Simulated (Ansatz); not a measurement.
# Si (pure Si, 128 sites): the cost of one run

Method: DFT PBEsol, scalar-relativistic, plane waves, PAW, in Ansatz 0.2.0.

**1. The structure to begin with**

Symmetry: P1, No. 1, triclinic system. Conventional cell: a = 15.369 Å, b = 15.369 Å, c = 15.369 Å, α = 60.00°, β = 60.00°, γ = 60.00°. Si (site symmetry 1) has 4 Si at 2.31 to 2.41 Å as nearest neighbours. Si (site symmetry 1) has 4 Si at 2.31 to 2.35 Å as nearest neighbours. Si (site symmetry 1) is surrounded by 4 Si at 2.27 to 2.36 Å. Around Si (site symmetry 1) lie 4 Si at 2.33 to 2.36 Å. Si (site symmetry 1) is surrounded by 4 Si at 2.27 to 2.37 Å. Si (site symmetry 1) has 4 Si at 2.32 to 2.40 Å as nearest neighbours. Si (site symmetry 1) has 4 Si at 2.30 to 2.41 Å as nearest neighbours. Only part of the 128 independent sites is listed.

As a file:

```cif
data_structure
_symmetry_space_group_name_H-M 'P 1'
_symmetry_Int_Tables_number 1
_cell_length_a 15.3685
_cell_length_b 15.3685
_cell_length_c 15.3685
_cell_angle_alpha 60.000
_cell_angle_beta 60.000
_cell_angle_gamma 60.000
_cell_volume 2566.75
loop_
_atom_site_label
_atom_site_type_symbol
_atom_site_fract_x
_atom_site_fract_y
_atom_site_fract_z
_atom_site_occupancy
Si1 Si 0.99707 0.00302 0.00164 1
Si2 Si 0.06085 0.06415 0.06197 1
Si3 Si 0.99898 0.00383 0.24617 1
Si4 Si 0.06057 0.06396 0.31270 1
Si5 Si 0.99861 0.00072 0.50067 1
Si6 Si 0.06544 0.05990 0.56109 1
Si7 Si 0.99979 0.00476 0.74599 1
Si8 Si 0.06455 0.06605 0.80938 1
Si9 Si 0.99750 0.25138 0.99849 1
Si10 Si 0.06653 0.30732 0.06136 1
Si11 Si 0.00023 0.24522 0.25273 1
Si12 Si 0.05800 0.31517 0.31130 1
Si13 Si 0.00612 0.24876 0.49792 1
Si14 Si 0.06387 0.31064 0.56345 1
Si15 Si 0.99582 0.24947 0.75210 1
Si16 Si 0.06862 0.31258 0.80744 1
Si17 Si 0.00154 0.50374 0.99701 1
Si18 Si 0.06266 0.56304 0.06262 1
Si19 Si 0.99777 0.49826 0.25137 1
Si20 Si 0.06332 0.56497 0.31141 1
Si21 Si 0.99774 0.50198 0.49700 1
Si22 Si 0.05840 0.56415 0.56554 1
Si23 Si 0.99978 0.49939 0.74732 1
Si24 Si 0.06581 0.55841 0.81333 1
Si25 Si 0.00391 0.75024 0.00006 1
Si26 Si 0.06427 0.81276 0.06165 1
Si27 Si 0.99872 0.75309 0.24638 1
Si28 Si 0.06056 0.81189 0.31558 1
Si29 Si 0.99904 0.75013 0.49933 1
Si30 Si 0.06375 0.81310 0.56548 1
Si31 Si 0.00016 0.74981 0.75171 1
Si32 Si 0.06160 0.81325 0.81154 1
Si33 Si 0.24761 0.00145 0.00479 1
Si34 Si 0.31247 0.06356 0.06014 1
Si35 Si 0.24814 0.00320 0.24788 1
Si36 Si 0.31547 0.05996 0.31347 1
Si37 Si 0.24660 0.00261 0.50214 1
Si38 Si 0.31432 0.06224 0.56359 1
Si39 Si 0.25199 0.99808 0.74852 1
Si40 Si 0.31461 0.06521 0.80860 1
Si41 Si 0.25025 0.25151 0.99741 1
Si42 Si 0.31329 0.31386 0.06150 1
Si43 Si 0.25116 0.25151 0.24984 1
Si44 Si 0.31076 0.31324 0.31254 1
Si45 Si 0.24952 0.24750 0.50106 1
Si46 Si 0.31331 0.30800 0.56194 1
Si47 Si 0.25223 0.24581 0.74880 1
Si48 Si 0.30953 0.31237 0.81400 1
Si49 Si 0.25063 0.49862 0.99795 1
Si50 Si 0.31113 0.55963 0.06310 1
Si51 Si 0.24724 0.50223 0.24781 1
Si52 Si 0.31541 0.56432 0.31260 1
Si53 Si 0.25486 0.49847 0.49723 1
Si54 Si 0.31043 0.56570 0.56200 1
Si55 Si 0.24602 0.50529 0.74984 1
Si56 Si 0.31081 0.56580 0.81227 1
Si57 Si 0.24923 0.74852 0.99853 1
Si58 Si 0.31343 0.81421 0.06132 1
Si59 Si 0.25244 0.75021 0.24719 1
Si60 Si 0.31082 0.81602 0.31053 1
Si61 Si 0.25161 0.74922 0.49946 1
Si62 Si 0.30842 0.81146 0.56690 1
Si63 Si 0.25254 0.74674 0.74947 1
Si64 Si 0.31027 0.81266 0.81548 1
Si65 Si 0.49456 0.99978 0.00321 1
Si66 Si 0.55789 0.06886 0.06183 1
Si67 Si 0.49658 0.99877 0.25382 1
Si68 Si 0.55725 0.06404 0.31377 1
Si69 Si 0.50200 0.99883 0.50017 1
Si70 Si 0.56053 0.06399 0.56324 1
Si71 Si 0.50195 0.99969 0.74717 1
Si72 Si 0.56278 0.06064 0.81353 1
Si73 Si 0.50060 0.24886 0.99951 1
Si74 Si 0.56433 0.31547 0.06116 1
Si75 Si 0.49855 0.24858 0.25082 1
Si76 Si 0.56239 0.31057 0.31450 1
Si77 Si 0.50089 0.24876 0.50110 1
Si78 Si 0.56469 0.31057 0.56299 1
Si79 Si 0.50265 0.25051 0.75058 1
Si80 Si 0.56265 0.31314 0.81090 1
Si81 Si 0.49932 0.50420 0.99543 1
Si82 Si 0.56187 0.55989 0.06516 1
Si83 Si 0.49726 0.50244 0.25111 1
Si84 Si 0.56389 0.56048 0.31065 1
Si85 Si 0.50094 0.49922 0.50027 1
Si86 Si 0.55913 0.56312 0.56458 1
Si87 Si 0.50261 0.50082 0.74912 1
Si88 Si 0.55946 0.56658 0.81067 1
Si89 Si 0.49736 0.75122 0.00281 1
Si90 Si 0.56226 0.81450 0.06135 1
Si91 Si 0.50263 0.74875 0.25122 1
Si92 Si 0.56563 0.81196 0.31104 1
Si93 Si 0.49702 0.74662 0.50181 1
Si94 Si 0.55751 0.81163 0.56587 1
Si95 Si 0.50318 0.74892 0.74620 1
Si96 Si 0.56175 0.81021 0.81455 1
Si97 Si 0.75375 0.99761 0.99869 1
Si98 Si 0.81300 0.05938 0.06554 1
Si99 Si 0.75453 0.00054 0.24830 1
Si100 Si 0.81397 0.05936 0.31566 1
Si101 Si 0.74711 0.99850 0.50241 1
Si102 Si 0.81323 0.06136 0.56435 1
Si103 Si 0.75029 0.99626 0.75355 1
Si104 Si 0.81201 0.05968 0.81118 1
Si105 Si 0.74738 0.25024 0.00348 1
Si106 Si 0.81646 0.30686 0.06644 1
Si107 Si 0.75235 0.24941 0.24849 1
Si108 Si 0.80934 0.31246 0.31315 1
Si109 Si 0.74684 0.24863 0.50301 1
Si110 Si 0.81162 0.31271 0.56552 1
Si111 Si 0.74973 0.24837 0.75091 1
Si112 Si 0.81282 0.30821 0.81307 1
Si113 Si 0.74733 0.50239 0.99869 1
Si114 Si 0.81368 0.55838 0.06624 1
Si115 Si 0.74951 0.49739 0.24871 1
Si116 Si 0.81496 0.56217 0.31120 1
Si117 Si 0.75033 0.50695 0.49763 1
Si118 Si 0.80632 0.56235 0.56812 1
Si119 Si 0.74704 0.49661 0.75316 1
Si120 Si 0.81104 0.56179 0.81341 1
Si121 Si 0.74985 0.74881 0.00292 1
Si122 Si 0.81019 0.81263 0.06300 1
Si123 Si 0.74984 0.74861 0.25161 1
Si124 Si 0.81416 0.80643 0.31246 1
Si125 Si 0.75226 0.74769 0.50265 1
Si126 Si 0.81374 0.81449 0.55723 1
Si127 Si 0.75205 0.75051 0.74944 1
Si128 Si 0.81083 0.81155 0.81331 1
```

**2. Relaxing the atoms: Si128 defect cell, no spin**

The input, input.yaml:

```yaml
crystal:
  lattice:
    - [0.0, 10.8672, 10.8672]
    - [10.8672, 0.0, 10.8672]
    - [10.8672, 10.8672, 0.0]
  atoms:
    - { symbol: Si, position: [-0.0029312651, 0.0030218684, 0.001644998] }
    - { symbol: Si, position: [0.0608514055, 0.0641542967, 0.061970693] }
    - { symbol: Si, position: [-0.0010161439, 0.0038254913, 0.2461720507] }
    - { symbol: Si, position: [0.0605710637, 0.06395536, 0.3127023766] }
    - { symbol: Si, position: [-0.0013932819, 0.0007231486, 0.5006717812] }
    - { symbol: Si, position: [0.0654423899, 0.0598995958, 0.5610885849] }
    - { symbol: Si, position: [-0.0002074381, 0.0047643608, 0.7459933134] }
    - { symbol: Si, position: [0.0645533303, 0.0660481279, 0.8093779309] }
    - { symbol: Si, position: [-0.0024990621, 0.2513803898, -0.0015056825] }
    - { symbol: Si, position: [0.0665321849, 0.3073180958, 0.0613647799] }
    - { symbol: Si, position: [0.0002262976, 0.245215742, 0.2527343642] }
    - { symbol: Si, position: [0.0579974554, 0.315174587, 0.3113035196] }
    - { symbol: Si, position: [0.006117983, 0.2487576819, 0.4979179479] }
    - { symbol: Si, position: [0.063866719, 0.3106364104, 0.5634542098] }
    - { symbol: Si, position: [-0.0041812587, 0.2494652163, 0.7521029758] }
    - { symbol: Si, position: [0.0686199972, 0.3125847153, 0.8074376493] }
    - { symbol: Si, position: [0.0015431794, 0.5037351412, -0.0029914033] }
    - { symbol: Si, position: [0.0626610947, 0.5630361716, 0.0626189241] }
    - { symbol: Si, position: [-0.0022251306, 0.4982637694, 0.25137079] }
    - { symbol: Si, position: [0.0633236064, 0.5649700275, 0.3114147564] }
    - { symbol: Si, position: [-0.0022597753, 0.5019847902, 0.4969970493] }
    - { symbol: Si, position: [0.0583966193, 0.5641468413, 0.5655449026] }
    - { symbol: Si, position: [-0.0002161807, 0.4993874657, 0.7473175036] }
    - { symbol: Si, position: [0.0658058, 0.558413957, 0.8133285836] }
    - { symbol: Si, position: [0.0039102662, 0.750239796, 6.01388e-05] }
    - { symbol: Si, position: [0.064266417, 0.8127626979, 0.0616500313] }
    - { symbol: Si, position: [-0.0012843028, 0.7530916838, 0.2463759193] }
    - { symbol: Si, position: [0.0605642746, 0.8118861874, 0.3155827622] }
    - { symbol: Si, position: [-0.0009585547, 0.7501311717, 0.4993276752] }
    - { symbol: Si, position: [0.0637451864, 0.81310281, 0.5654773722] }
    - { symbol: Si, position: [0.0001596203, 0.749806584, 0.7517082822] }
    - { symbol: Si, position: [0.0615974918, 0.8132482805, 0.8115428429] }
    - { symbol: Si, position: [0.2476079054, 0.0014476461, 0.0047911652] }
    - { symbol: Si, position: [0.3124748882, 0.0635585988, 0.0601386001] }
    - { symbol: Si, position: [0.2481388967, 0.0032036806, 0.2478772207] }
    - { symbol: Si, position: [0.3154718383, 0.0599611453, 0.3134667691] }
    - { symbol: Si, position: [0.2465991598, 0.0026058317, 0.5021361351] }
    - { symbol: Si, position: [0.314324788, 0.0622373876, 0.5635902636] }
    - { symbol: Si, position: [0.2519857959, -0.001924387, 0.7485191199] }
    - { symbol: Si, position: [0.314609845, 0.0652145179, 0.808600995] }
    - { symbol: Si, position: [0.2502506304, 0.2515081838, -0.002585885] }
    - { symbol: Si, position: [0.3132934863, 0.313863376, 0.0614972219] }
    - { symbol: Si, position: [0.2511563674, 0.2515054051, 0.2498434946] }
    - { symbol: Si, position: [0.3107569007, 0.3132429828, 0.3125400242] }
    - { symbol: Si, position: [0.2495206348, 0.2475034793, 0.5010583241] }
    - { symbol: Si, position: [0.3133061787, 0.3080042217, 0.5619371819] }
    - { symbol: Si, position: [0.2522281577, 0.2458089084, 0.7488024595] }
    - { symbol: Si, position: [0.3095338152, 0.3123688946, 0.8140007096] }
    - { symbol: Si, position: [0.2506283231, 0.4986169762, -0.0020498315] }
    - { symbol: Si, position: [0.3111283264, 0.5596311086, 0.0630956469] }
    - { symbol: Si, position: [0.247236647, 0.5022281931, 0.247811805] }
    - { symbol: Si, position: [0.3154110879, 0.5643216315, 0.3126033192] }
    - { symbol: Si, position: [0.2548604448, 0.4984696187, 0.4972340925] }
    - { symbol: Si, position: [0.3104321942, 0.5657046125, 0.5620023139] }
    - { symbol: Si, position: [0.2460233663, 0.5052916119, 0.7498432591] }
    - { symbol: Si, position: [0.3108078743, 0.5658014739, 0.812269116] }
    - { symbol: Si, position: [0.2492292454, 0.7485151223, -0.0014714289] }
    - { symbol: Si, position: [0.3134259417, 0.8142079894, 0.0613228954] }
    - { symbol: Si, position: [0.2524432419, 0.7502099064, 0.2471943584] }
    - { symbol: Si, position: [0.310815737, 0.8160206247, 0.3105274571] }
    - { symbol: Si, position: [0.2516073388, 0.7492227197, 0.4994565595] }
    - { symbol: Si, position: [0.3084190525, 0.8114633297, 0.5669027229] }
    - { symbol: Si, position: [0.2525434764, 0.7467434154, 0.7494749489] }
    - { symbol: Si, position: [0.3102727391, 0.8126593895, 0.8154821163] }
    - { symbol: Si, position: [0.4945582487, -0.0002247558, 0.0032128486] }
    - { symbol: Si, position: [0.5578923758, 0.068864506, 0.0618328095] }
    - { symbol: Si, position: [0.4965835044, -0.0012306909, 0.2538224857] }
    - { symbol: Si, position: [0.5572546002, 0.0640361778, 0.3137658732] }
    - { symbol: Si, position: [0.5020018314, -0.0011733367, 0.5001749149] }
    - { symbol: Si, position: [0.5605308699, 0.0639938008, 0.5632444067] }
    - { symbol: Si, position: [0.5019509158, -0.0003135258, 0.7471743452] }
    - { symbol: Si, position: [0.5627788391, 0.0606385796, 0.8135337149] }
    - { symbol: Si, position: [0.5006027478, 0.2488592622, -0.0004946188] }
    - { symbol: Si, position: [0.5643306251, 0.3154737761, 0.061161563] }
    - { symbol: Si, position: [0.4985535982, 0.2485750153, 0.250819048] }
    - { symbol: Si, position: [0.5623892383, 0.3105671011, 0.3144957798] }
    - { symbol: Si, position: [0.500885214, 0.2487644405, 0.5010984343] }
    - { symbol: Si, position: [0.5646936424, 0.3105741899, 0.5629926793] }
    - { symbol: Si, position: [0.5026503766, 0.2505113833, 0.750583373] }
    - { symbol: Si, position: [0.5626464269, 0.3131384365, 0.8109030714] }
    - { symbol: Si, position: [0.4993212897, 0.5041994748, -0.0045660482] }
    - { symbol: Si, position: [0.5618707212, 0.5598913245, 0.0651621244] }
    - { symbol: Si, position: [0.4972612999, 0.5024414743, 0.2511147414] }
    - { symbol: Si, position: [0.5638867477, 0.5604788554, 0.3106523707] }
    - { symbol: Si, position: [0.5009444169, 0.4992221739, 0.5002661196] }
    - { symbol: Si, position: [0.5591321269, 0.5631182709, 0.5645754753] }
    - { symbol: Si, position: [0.5026116887, 0.5008242703, 0.7491229846] }
    - { symbol: Si, position: [0.5594601594, 0.5665807482, 0.8106661639] }
    - { symbol: Si, position: [0.4973583289, 0.7512170838, 0.0028144195] }
    - { symbol: Si, position: [0.5622608082, 0.8145035281, 0.0613499416] }
    - { symbol: Si, position: [0.5026301587, 0.748748769, 0.2512153585] }
    - { symbol: Si, position: [0.5656257283, 0.8119582262, 0.3110434172] }
    - { symbol: Si, position: [0.4970150704, 0.7466212391, 0.5018094813] }
    - { symbol: Si, position: [0.5575122711, 0.8116287695, 0.5658651737] }
    - { symbol: Si, position: [0.5031836372, 0.7489162412, 0.7462008864] }
    - { symbol: Si, position: [0.5617537306, 0.8102054687, 0.8145486594] }
    - { symbol: Si, position: [0.7537533554, -0.002394741, -0.0013082339] }
    - { symbol: Si, position: [0.8129988558, 0.0593752872, 0.0655404901] }
    - { symbol: Si, position: [0.7545335027, 0.0005399138, 0.2482998987] }
    - { symbol: Si, position: [0.8139749658, 0.059361743, 0.3156615167] }
    - { symbol: Si, position: [0.7471126575, -0.0014971773, 0.502407485] }
    - { symbol: Si, position: [0.8132267417, 0.0613639522, 0.5643482078] }
    - { symbol: Si, position: [0.7502949272, -0.0037448874, 0.7535503889] }
    - { symbol: Si, position: [0.8120126524, 0.0596839499, 0.8111818067] }
    - { symbol: Si, position: [0.7473764724, 0.2502381115, 0.0034784556] }
    - { symbol: Si, position: [0.8164551904, 0.3068605946, 0.0664430738] }
    - { symbol: Si, position: [0.7523528383, 0.2494091219, 0.2484872323] }
    - { symbol: Si, position: [0.8093398096, 0.3124601378, 0.3131518372] }
    - { symbol: Si, position: [0.7468366777, 0.2486319812, 0.5030137248] }
    - { symbol: Si, position: [0.8116212646, 0.312713557, 0.5655191092] }
    - { symbol: Si, position: [0.7497304473, 0.2483729945, 0.7509085207] }
    - { symbol: Si, position: [0.8128198758, 0.3082073808, 0.8130704669] }
    - { symbol: Si, position: [0.7473344419, 0.502391681, -0.0013130403] }
    - { symbol: Si, position: [0.8136786253, 0.5583830373, 0.0662425023] }
    - { symbol: Si, position: [0.7495100432, 0.4973877803, 0.2487061193] }
    - { symbol: Si, position: [0.8149604418, 0.5621706796, 0.3112012217] }
    - { symbol: Si, position: [0.7503344514, 0.5069495007, 0.4976318854] }
    - { symbol: Si, position: [0.806320213, 0.5623540914, 0.5681179308] }
    - { symbol: Si, position: [0.7470411483, 0.4966115436, 0.7531590165] }
    - { symbol: Si, position: [0.8110372993, 0.5617936656, 0.8134101547] }
    - { symbol: Si, position: [0.7498516756, 0.7488061832, 0.0029236898] }
    - { symbol: Si, position: [0.8101936877, 0.8126348086, 0.0629986934] }
    - { symbol: Si, position: [0.7498352363, 0.7486097371, 0.2516097216] }
    - { symbol: Si, position: [0.8141603589, 0.8064321825, 0.3124567592] }
    - { symbol: Si, position: [0.752263966, 0.7476895744, 0.5026472151] }
    - { symbol: Si, position: [0.8137409349, 0.8144902421, 0.5572253332] }
    - { symbol: Si, position: [0.7520469699, 0.7505101795, 0.7494430325] }
    - { symbol: Si, position: [0.810834047, 0.8115507043, 0.8133140199] }
scf:
  occupations: { method: gaussian, width: 0.02 }
output:
  forces: true
  stress: false
  eigenvalues: true
hamiltonian:
  xc: pbesol
relax:
  f_tol: 0.01
  max_steps: 100
kpoints:
  mp_grid: { grid: [2, 2, 2], shift: [0.5, 0.5, 0.5] }
```

Run with:

```
$ ansatz run input.yaml --threads 8 --pin off --max-ram 16384MiB --backend cpu --events-out ev --progress --plain --runs-dir out
```

**Question.** How long does this run take on 8 threads of Arm Neoverse N1, shared host, and how much memory does it need?

About 16 min, with a peak of 9.7 GiB.
